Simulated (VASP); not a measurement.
**How a change of volume changes InP (F-43m)**

Strain engineering needs slopes: what does a change of volume do to the lattice and the band edges of InP?

Main program and level: VASP 6.6.1; LDA; plane waves and PAW (In_d, P), in the first sound run; inputs show where later runs differ.

### Step 1. Starting point

It takes space group F-43m (No. 216, cubic). The conventional cell has a = 5.869 Å, b = 5.869 Å, c = 5.869 Å, α = 90.00°, β = 90.00°, γ = 90.00°. Nearest to In lie 4 P at 2.54 Å. P has 4 In at 2.54 Å nearest. Farther neighbours are not listed.

### Step 2. Relax the crystal, LDA

The series starts from the cell that this level prefers, so that zero strain is near zero stress.

This step took 2 runs in a row; the last is shown.

Level: LDA; plane waves and PAW (In_d, P).

File INCAR:

```
SYSTEM = InP
PREC = Accurate
ENCUT = 450
EDIFF = 1E-07
NELM = 120
ISMEAR = 0
SIGMA = 0.02
LREAL = .FALSE.
ALGO = Normal
GGA = CA
NBANDS = 15
LASPH = .TRUE.
LORBIT = 11
LWAVE = .FALSE.
LCHARG = .FALSE.
KPAR = 16
IBRION = 2
NSW = 40
ISIF = 3
EDIFFG = -0.005
POTIM = 0.4
```

File POSCAR:

```
InP
1.0
    0.0000000000      2.9143007957      2.9143007957
    2.9143007957      0.0000000000      2.9143007957
    2.9143007957      2.9143007957      0.0000000000
In P
1 1
Direct
    0.0000000000      0.0000000000      0.0000000000
    0.2500000000      0.2500000000      0.2500000000
```

File KPOINTS:

```
Automatic mesh
0
Gamma
9 9 9
0 0 0
```

The projector-augmented-wave data sets are In_d and P (LDA family, release 64).

The run is started by

```bash
mpirun -np 16 vasp_std
```

What it wrote:

```text
[banner, memory and clock lines left out]
running   16 mpi-ranks, on    1 nodes
[...]
|                                                                             |
|           W    W    AA    RRRRR   N    N  II  N    N   GGGG   !!!           |
|           W    W   A  A   R    R  NN   N  II  NN   N  G    G  !!!           |
|           W    W  A    A  R    R  N N  N  II  N N  N  G       !!!           |
|           W WW W  AAAAAA  RRRRR   N  N N  II  N  N N  G  GGG   !            |
|           WW  WW  A    A  R   R   N   NN  II  N   NN  G    G                |
|           W    W  A    A  R    R  N    N  II  N    N   GGGG   !!!           |
|                                                                             |
|     For optimal performance we recommend to set                             |
|       NCORE = 2 up to number-of-cores-per-socket                            |
|     NCORE specifies how many cores store one orbital (NPAR=cpu/NCORE).      |
|     This setting can greatly improve the performance of VASP for DFT.       |
[...]
|     Unfortunately you need to use the default for GW and RPA                |
|     calculations (for HF NCORE is supported but not extensively tested      |
|     yet).                                                                   |
|                                                                             |

 LDA part: xc-table for (Slater(with rela. corr.)+CA(PZ))
 , standard interpolation
 POSCAR, INCAR and KPOINTS ok, starting setup
[...]
entering main loop
       N       E                     dE             d eps       ncg     rms          rms(c)
DAV:   1     0.105700730418E+03    0.10570E+03   -0.77610E+03  1050   0.123E+03
DAV:   2    -0.282393452330E+01   -0.10852E+03   -0.10462E+03  1134   0.290E+02
DAV:   3    -0.992338063219E+01   -0.70994E+01   -0.70669E+01  1421   0.768E+01
DAV:   4    -0.101084350261E+02   -0.18505E+00   -0.18500E+00  1282   0.134E+01
[...]
DAV:  11    -0.967374252881E+01   -0.35849E-05   -0.30430E-05  1617   0.873E-02    0.675E-02
DAV:  12    -0.967374019587E+01    0.23329E-05   -0.51618E-06  1337   0.205E-02    0.122E-02
DAV:  13    -0.967374017367E+01    0.22197E-07   -0.42627E-07  1302   0.357E-03
   1 F= -.96737402E+01 E0= -.96737402E+01  d E =-.967374E+01
[...]
reached required accuracy - stopping structural energy minimisation
```

Run time: 4.2 s. Hardware: 16 MPI ranks of AMD EPYC 7R43, shared host; peak memory 2 GiB; 56 s of CPU time.

The logs omit lines about the potential files and the build; timing stands in the text.

OUTCAR, selected parts (step 2):

```text
  Total       -0.0042519     -0.0042519     -0.0042519      0.0000000      0.0000000      0.0000000
  in kB       -0.1376135     -0.1376135     -0.1376135      0.0000000      0.0000000      0.0000000
  external PRESSURE =      -0.1376135 kB  Pullay stress =       0.0000000 kB

 POSITION                                       TOTAL-FORCE (eV/Angst)
 -----------------------------------------------------------------------------------
      0.00000      0.00000      0.00000        -0.000000     -0.000000     -0.000000
      1.45715      1.45715      1.45715         0.000000      0.000000      0.000000
 -----------------------------------------------------------------------------------
    total drift:                               -0.000000     -0.000000     -0.000000

  FREE ENERGIE OF THE ION-ELECTRON SYSTEM (eV)
  ---------------------------------------------------
  free  energy   TOTEN  =        -9.6737401737 eV

  energy  without entropy=       -9.6737401737  energy(sigma->0) =       -9.67374017

 reached required accuracy - stopping structural energy minimisation

[... 3 further parts left out ...]
[key lines of the parts left out:]
E-fermi :   5.2894
```

Numbers from this step:

| Quantity | Value |
| --- | --- |
| energy(sigma→0) of the program | -9.6737 eV |
| stress, compression positive | xx, yy, zz -0.01, -0.01, -0.01 GPa |
| volume | 49.503 Å³ |
| ionic steps | 1 |

### Step 3. Relax at fixed volume, LDA

One member in full: the volume is scaled by 0.985, and the cell is held.

Level: LDA; plane waves and PAW (In_d, P).

INCAR: that of step 2 with these lines changed.

```diff
@@ -15,7 +15,8 @@
 LCHARG = .FALSE.
-KPAR = 16
+KPAR = 4
 IBRION = 2
 NSW = 40
-ISIF = 3
-EDIFFG = -0.005
+ISIF = 2
+EDIFFG = -0.004
 POTIM = 0.4
+MAXMIX = 40
```

File POSCAR:

```
InP
1.0
    0.0000000000      2.8996558209      2.8996558209
    2.8996558209      0.0000000000      2.8996558209
    2.8996558209      2.8996558209      0.0000000000
In P
1 1
Direct
    0.0000000000      0.0000000000      0.0000000000
    0.2500000000      0.2500000000      0.2500000000
```

KPOINTS is that of step 2.

The run is started by

```bash
mpirun -np 4 vasp_std
```

What it wrote:

```text
[banner, memory and clock lines left out]
running    4 mpi-ranks, on    1 nodes
[...]
LDA part: xc-table for (Slater(with rela. corr.)+CA(PZ))
 , standard interpolation
 POSCAR, INCAR and KPOINTS ok, starting setup
[...]
entering main loop
       N       E                     dE             d eps       ncg     rms          rms(c)
DAV:   1     0.108780684476E+03    0.10878E+03   -0.77861E+03  1050   0.122E+03
DAV:   2    -0.292317374790E+01   -0.11170E+03   -0.10754E+03  1183   0.298E+02
DAV:   3    -0.992454742583E+01   -0.70014E+01   -0.69686E+01  1351   0.771E+01
DAV:   4    -0.101136934942E+02   -0.18915E+00   -0.18908E+00  1287   0.137E+01
[...]
DAV:  11    -0.967110026585E+01   -0.28160E-05   -0.36402E-05  1617   0.986E-02    0.775E-02
DAV:  12    -0.967109781584E+01    0.24500E-05   -0.56298E-06  1281   0.185E-02    0.128E-02
DAV:  13    -0.967109780249E+01    0.13357E-07   -0.51977E-07  1358   0.388E-03
   1 F= -.96710978E+01 E0= -.96710978E+01  d E =-.967110E+01
[...]
reached required accuracy - stopping structural energy minimisation
```

The job ended after 6.8 s (4 MPI ranks; peak memory 0.44 GiB; 25 s of CPU time).

From OUTCAR (step 3):

```text
  Total        0.3342992      0.3342992      0.3342992      0.0000000      0.0000000     -0.0000000
  in kB       10.9844053     10.9844053     10.9844053      0.0000000      0.0000000     -0.0000000
  external PRESSURE =      10.9844053 kB  Pullay stress =       0.0000000 kB

 POSITION                                       TOTAL-FORCE (eV/Angst)
 -----------------------------------------------------------------------------------
      0.00000      0.00000      0.00000         0.000000      0.000000      0.000000
      1.44983      1.44983      1.44983        -0.000000     -0.000000     -0.000000
 -----------------------------------------------------------------------------------
    total drift:                               -0.000000     -0.000000     -0.000000

  FREE ENERGIE OF THE ION-ELECTRON SYSTEM (eV)
  ---------------------------------------------------
  free  energy   TOTEN  =        -9.6710978025 eV

  energy  without entropy=       -9.6710978025  energy(sigma->0) =       -9.67109780

[... 2 parts as in an earlier step ...]

[... 2 further parts left out ...]
[key lines of the parts left out:]
E-fermi :   5.4771
```

Read from the output:

| Property | Result |
| --- | --- |
| energy(sigma→0) of the program | -9.6711 eV |
| stress, compression positive | xx, yy, zz 1.10, 1.10, 1.10 GPa |
| ionic steps | 1 |

### Step 4. Band edges, TB-mBJ with spin-orbit coupling

Short lines in KPOINTS_OPT sample the zone centre, for masses, and the other valleys.

Level: TB-mBJ, spin-orbit coupling; plane waves and PAW (In_d, P).

TB-mBJ has no energy functional, so the total energy, stress and pressure in this output mean nothing.

File INCAR:

```
SYSTEM = InP
PREC = Accurate
ENCUT = 450
EDIFF = 1E-06
NELM = 150
ISMEAR = 0
SIGMA = 0.02
LREAL = .FALSE.
ALGO = Normal
METAGGA = MBJ
LASPH = .TRUE.
LNONCOLLINEAR = .TRUE.
MAGMOM = 0 0 0 0 0 0
NBANDS = 28
GGA_COMPAT = .FALSE.
LSORBIT = .TRUE.
LWAVE = .FALSE.
LCHARG = .FALSE.
KPAR = 4
```

POSCAR is that of step 3.

File KPOINTS:

```
Automatic mesh
0
Gamma
7 7 7
0 0 0
```

File KPOINTS_OPT:

```
Line mode
6
Line-mode
Reciprocal
  0.00000000   0.00000000   0.00000000
  0.02307473   0.02307473   0.00000000

  0.00000000   0.00000000   0.00000000
  0.00000000  -0.02307473  -0.02307473

  0.31000000   0.31000000   0.00000000
  0.50000000   0.50000000   0.00000000

  0.00000000   0.31000000   0.31000000
  0.00000000   0.50000000   0.50000000

  0.45000000   0.45000000   0.45000000
  0.50000000   0.50000000   0.50000000

  0.45000000   0.00000000   0.00000000
  0.50000000   0.00000000   0.00000000

  0.42500000   0.42500000   0.00000000
  0.42500000   0.44807473   0.02307473

  0.50000000   0.50000000   0.50000000
  0.48368370   0.51631630   0.50000000
```

The run is started by

```bash
mpirun -np 4 vasp_ncl
```

What it wrote:

```text
[banner, memory and clock lines left out]
running    4 mpi-ranks, on    1 nodes
[...]
|                                                                             |
|               ----> ADVICE to this user running VASP <----                  |
|                                                                             |
|     You enforced a specific xc type in the INCAR file but a different       |
|     [... a line on the potential file left out ...]
|     I HOPE YOU KNOW WHAT YOU ARE DOING!                                     |
|                                                                             |

 LDA part: xc-table for (None), standard interpolation
 POSCAR, INCAR and KPOINTS ok, starting setup
[...]
entering main loop
       N       E                     dE             d eps       ncg     rms          rms(c)
DAV:   1     0.717442538182E+02    0.71744E+02   -0.74192E+03  1680   0.132E+03
DAV:   2    -0.677609688719E+02   -0.13951E+03   -0.13423E+03  1696   0.346E+02
DAV:   3    -0.821734091647E+02   -0.14412E+02   -0.14171E+02  2108   0.126E+02
DAV:   4    -0.827523428718E+02   -0.57893E+00   -0.57762E+00  2064   0.255E+01
[...]
DAV:  52    -0.809305513289E+02   -0.21992E-05   -0.10190E-10   912   0.900E-05    0.206E-05
DAV:  53    -0.809305525334E+02   -0.12045E-05   -0.71181E-11   912   0.680E-05    0.440E-05
DAV:  54    -0.809305534243E+02   -0.89082E-06   -0.49445E-11   912   0.642E-05
   1 F= -.80930553E+02 E0= -.80930553E+02  d E =-.168042E-22  mag=     0.0000     0.0000    -0.0000
 Start KPOINTS_OPT (optional k-point list driver)
k-point batch [1-30\48]
       N       E                     dE             ncg
DAV:   1     0.246545887917E+04   -0.59400E+04     1684
DAV:   2    -0.177658501024E+04   -0.42420E+04     1712
DAV:   3    -0.228014412391E+04   -0.50356E+03     2104
DAV:   4    -0.230206168307E+04   -0.21918E+02     2036
DAV:   5    -0.230363598343E+04   -0.15743E+01     3256
DAV:   6    -0.230364702291E+04   -0.11039E-01     2388
DAV:   7    -0.230364752032E+04   -0.49740E-03     3032
DAV:   8    -0.230364753664E+04   -0.16320E-04     2444
DAV:   9    -0.230364753716E+04   -0.52351E-06     1464
k-point batch [31-48\48]
       N       E                     dE             ncg
DAV:   1     0.697495292978E+04   -0.75721E+04     1008
DAV:   2     0.445385730852E+04   -0.25211E+04     1032
DAV:   3     0.417224394158E+04   -0.28161E+03     1228
DAV:   4     0.416081848146E+04   -0.11425E+02     1272
DAV:   5     0.415988021519E+04   -0.93827E+00     1936
DAV:   6     0.415987302365E+04   -0.71915E-02     1428
DAV:   7     0.415987270386E+04   -0.31980E-03     1840
DAV:   8     0.415987269635E+04   -0.75063E-05     1440
DAV:   9     0.415987269609E+04   -0.26295E-06      952
```

Run time: 3.2 min. Hardware: 4 MPI ranks; peak memory 1.2 GiB; 13 min of CPU time.

OUTCAR, selected parts (step 4):

```text
  LATTYP: Found a face centered cubic cell.
 ALAT       =     5.7993116418

 Subroutine GETGRP returns: Found 24 space group operations
 (whereof 24 operations were pure point group operations)

The static configuration has the point symmetry T_d .

 Found     30 irreducible k-points:

   k-points           NKPTS =     30   k-points in BZ     NKDIM =     30   number of bands    NBANDS=     28

   dimension x,y,z NGX =    28 NGY =   28 NGZ =   28
   dimension x,y,z NGXF=    56 NGYF=   56 NGZF=   56

   ENCUT  =  450.0 eV  33.07 Ry    5.75 a.u.   7.09  7.09  7.09*2*pi/ulx,y,z

   NELECT =      18.0000    total number of electrons

 E-fermi :   5.6575

 k-point     1 :       0.0000    0.0000    0.0000
  band No.  band energies     occupation
    ...
     14       5.4395      1.00000
     15       5.5267      1.00000
     16       5.5267      1.00000
     17       5.5267      1.00000
     18       5.5267      1.00000
     19       7.3347      0.00000
     20       7.3347      0.00000
     21       9.9401      0.00000
     22       9.9401      0.00000
     23      10.3783      0.00000
    ...

 k-point     2 :       0.1429    0.0000    0.0000
  band No.  band energies     occupation
    ...
     14       3.9365      1.00000
     15       5.2412      1.00000
     16       5.2412      1.00000
     17       5.3046      1.00000
     18       5.3173      1.00000
     19       8.1470      0.00000
     20       8.1470      0.00000
     21      10.3075      0.00000
     22      10.3075      0.00000
     23      10.6174      0.00000
    ...

  Total      -69.5868058    -69.5868058    -69.5868058     -0.0000000     -0.0000000     -0.0000000
  in kB    -2286.4838241  -2286.4838241  -2286.4838241     -0.0000000     -0.0000000     -0.0000000
  external PRESSURE =   -2286.4838241 kB  Pullay stress =       0.0000000 kB

 POSITION                                       TOTAL-FORCE (eV/Angst)
 -----------------------------------------------------------------------------------
      0.00000      0.00000      0.00000        -0.000000     -0.000000     -0.000000
      1.44983      1.44983      1.44983         0.000000      0.000000      0.000000
 -----------------------------------------------------------------------------------
    total drift:                               -0.000001     -0.000001     -0.000001

  FREE ENERGIE OF THE ION-ELECTRON SYSTEM (eV)
  ---------------------------------------------------
  free  energy   TOTEN  =       -80.9305534243 eV

  energy  without entropy=      -80.9305534243  energy(sigma->0) =      -80.93055342

 Spin-Orbit-Coupling matrix elements
 Ion:    1  E_soc:     -0.0687691
 Ion:    2  E_soc:     -0.0011169

[... 1 part as in an earlier step ...]

[... 7 further parts left out ...]
```

### Step 5. Band edges, r2SCAN

Short lines in KPOINTS_OPT sample the zone centre, for masses, and the other valleys.

Level: r2SCAN; plane waves and PAW (In_d, P).

File INCAR:

```
SYSTEM = InP
PREC = Accurate
ENCUT = 450
EDIFF = 1E-06
NELM = 100
ISMEAR = 0
SIGMA = 0.02
LREAL = .FALSE.
ALGO = Normal
METAGGA = R2SCAN
LASPH = .TRUE.
NBANDS = 14
LWAVE = .FALSE.
LCHARG = .FALSE.
KPAR = 4
```

POSCAR is that of step 4.

KPOINTS is that of step 4.

KPOINTS_OPT is that of step 4.

The run is started by

```bash
mpirun -np 4 vasp_std
```

What it wrote:

```text
[banner, memory and clock lines left out]
running    4 mpi-ranks, on    1 nodes
[...]
[... a notice as in an earlier step ...]

 LDA part: xc-table for (None), standard interpolation
 POSCAR, INCAR and KPOINTS ok, starting setup
[...]
entering main loop
       N       E                     dE             d eps       ncg     rms          rms(c)
DAV:   1    -0.298266631359E+03   -0.29827E+03   -0.79544E+03   566   0.132E+03
DAV:   2    -0.414272727343E+03   -0.11601E+03   -0.11109E+03   608   0.329E+02
DAV:   3    -0.422479128023E+03   -0.82064E+01   -0.81653E+01   710   0.893E+01
DAV:   4    -0.422698579586E+03   -0.21945E+00   -0.21939E+00   728   0.158E+01
[...]
DAV:  12    -0.419153475904E+03   -0.25737E-04   -0.59119E-05   706   0.150E-01    0.116E-01
DAV:  13    -0.419153468588E+03    0.73160E-05   -0.11764E-05   746   0.320E-02    0.787E-02
DAV:  14    -0.419153467935E+03    0.65316E-06   -0.33153E-06   678   0.201E-02
   1 F= -.41915347E+03 E0= -.41915347E+03  d E =-.504913E-16
 Start KPOINTS_OPT (optional k-point list driver)
k-point batch [1-20\48]
       N       E                     dE             ncg
DAV:   1     0.895624732892E+03   -0.39134E+04      560
DAV:   2    -0.141078343264E+04   -0.23064E+04      572
DAV:   3    -0.158915893472E+04   -0.17838E+03      710
DAV:   4    -0.159419987889E+04   -0.50409E+01      752
DAV:   5    -0.159442622916E+04   -0.22635E+00      858
DAV:   6    -0.159443055460E+04   -0.43254E-02      774
DAV:   7    -0.159443068795E+04   -0.13335E-03      854
DAV:   8    -0.159443068985E+04   -0.18971E-05      596
DAV:   9    -0.159443068997E+04   -0.11902E-06      574
[...]
k-point batch [41-48\48]
       N       E                     dE             ncg
DAV:   1     0.641454089067E+04   -0.38159E+04      224
DAV:   2     0.551267457993E+04   -0.90187E+03      230
DAV:   3     0.544832194897E+04   -0.64353E+02      302
DAV:   4     0.544653192533E+04   -0.17900E+01      312
DAV:   5     0.544649088312E+04   -0.41042E-01      340
DAV:   6     0.544649002593E+04   -0.85720E-03      292
DAV:   7     0.544648999567E+04   -0.30257E-04      356
DAV:   8     0.544648999535E+04   -0.31598E-06      234
```

It took 33 s on 4 MPI ranks; peak memory 0.54 GiB.

OUTCAR, selected parts (step 5):

```text
  Total        1.2031895      1.2031895      1.2031895      0.0000000      0.0000000      0.0000000
  in kB       39.5344113     39.5344113     39.5344113      0.0000000      0.0000000      0.0000000
  external PRESSURE =      39.5344113 kB  Pullay stress =       0.0000000 kB

 POSITION                                       TOTAL-FORCE (eV/Angst)
 -----------------------------------------------------------------------------------
      0.00000      0.00000      0.00000        -0.000000     -0.000000     -0.000000
      1.44983      1.44983      1.44983         0.000000      0.000000      0.000000
 -----------------------------------------------------------------------------------
    total drift:                                0.000000      0.000000      0.000000

  FREE ENERGIE OF THE ION-ELECTRON SYSTEM (eV)
  ---------------------------------------------------
  free  energy   TOTEN  =      -419.1534679347 eV

  energy  without entropy=     -419.1534679347  energy(sigma->0) =     -419.15346793

[... 1 part as in an earlier step ...]

[... 2 further parts left out ...]
[key lines of the parts left out:]
E-fermi :   5.5294
```

Read from the output:

```
energy(sigma→0) of the program : -419.1535 eV
stress, compression positive   : xx, yy, zz 3.95, 3.95, 3.95 GPa
```

The run ends at a pressure of 3.95 GPa.

(Part 1 of 2 ends here.)

[Lines on the potential files, build, host, timing and source positions are cut from VASP's logs without a mark.]

[Logs are printed without paths, hosts, clocks, repeated set-up lines and the standing remarks that a program may print on its own settings, such as how far it seeks lower states.]

[Hosts, paths, dates, database ids (printed as entryN), source tags and the programs' standing remarks are cut or masked in the printed files.]

[In band tables of VASP the shares of atoms and orbitals are scaled to a sum of 1 inside the atoms' spheres.]
